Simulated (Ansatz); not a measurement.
Input of an Ansatz 0.2.0 run:

File input.yaml:

```yaml
crystal:
  lattice:
    - [-1.66395, 1.66395, 1.66395]
    - [1.66395, -1.66395, 1.66395]
    - [1.66395, 1.66395, -1.66395]
  atoms:
    - { symbol: Nb, position: [0.0, 0.0, 0.0], spin: -0.16 }
kpoints:
  mp_grid: { grid: [11, 11, 11] }
  band_path:
    path:
      - [0.0, 0.0, 0.0]
      - [0.5, -0.5, 0.5]
      - [0.0, 0.0, 0.5]
      - [0.0, 0.0, 0.0]
      - [0.25, 0.25, 0.25]
      - [0.5, -0.5, 0.5]
    npoints: 12
scf:
  occupations: { method: fermi_dirac, width: 0.01 }
  algorithm: density_mixing
  mixing: { preconditioner: resta }
hamiltonian:
  xc: pbe
  dispersion: d3bj
  pseudopotentials: { kind: all_electron, datasets: crystal }
magnetization:
  spin_polarized: true
output:
  forces: true
  stress: true
  eigenvalues: true
  fatbands: true
  dos: { projected: true, de: 0.1, e_range: [-20, 6] }
```

Potentials or basis: all-electron PAW datasets made for the crystal.

Command:

```bash
$ ansatz run input.yaml --threads 1 --pin off --max-ram 2560MiB --backend cpu --events-out ev --progress --plain --runs-dir out
```

(1) Estimate the net moment.

(2) Predict the band gap along the path.

(3) Predict the site moments.

(4) What does it give for the pressure?

## Answers

(1) -0.06 μB per cell.

(2) none (metal or under the smearing width).

(3) Nb -0.05 μB.

(4) -8.3 GPa.

Caveat: the program warned that the printed levels may be off, so bands, gaps and densities of states are rough; pairwise dispersion overbinds metals, which lowers pressure and volume.
